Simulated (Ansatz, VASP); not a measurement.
**BAs2 in VASP and in Ansatz**

```
CELL_PARAMETERS angstrom
3.04677 0.00000 0.00000
0.00000 3.04677 0.00000
0.00000 0.00000 6.31794
ATOMIC_POSITIONS crystal
B 0.00000 0.00000 0.00000
As 0.50000 0.50000 0.18834
As 0.50000 0.50000 0.81166
```

Change from the starting cell: species swapped into the Ga2Cu type (P4/mmm, No. 123).

Alike in both runs: functional PBE; k mesh 16 × 16 × 8; occupations gaussian, width 0.1 eV; no spin polarisation.

Ansatz relaxed the structure, and its values are those at the end. VASP's run is a single point on that final structure, the one shown.

```csv
,VASP,Ansatz
version,VASP 6.6.1,Ansatz 0.2.0
potentials or method,"VASP PAW PBE potentials, release 64 (B, As)","scalar-relativistic, plane waves, PAW"
plane-wave cutoff (eV),520,420
valence electrons in the cell,13,33
```

|  | VASP | Ansatz | Ansatz less VASP |
| --- | --- | --- | --- |
| gap on the k mesh at the Fermi level (eV) | none | none | - |
| pressure (GPa) | 0.3 | 0.0 | -0.27 |
| rms of the force components (eV/Å) | 0.045 | 0.002 | -0.0424 |

A gap of «none» marks a metal or a gap that the smearing closes. The two sets of potentials don't hold the same shells in valence.

Caveats: this functional lacks dispersion, which binds the layers, so the pressure and a relaxed spacing across them are unreliable.
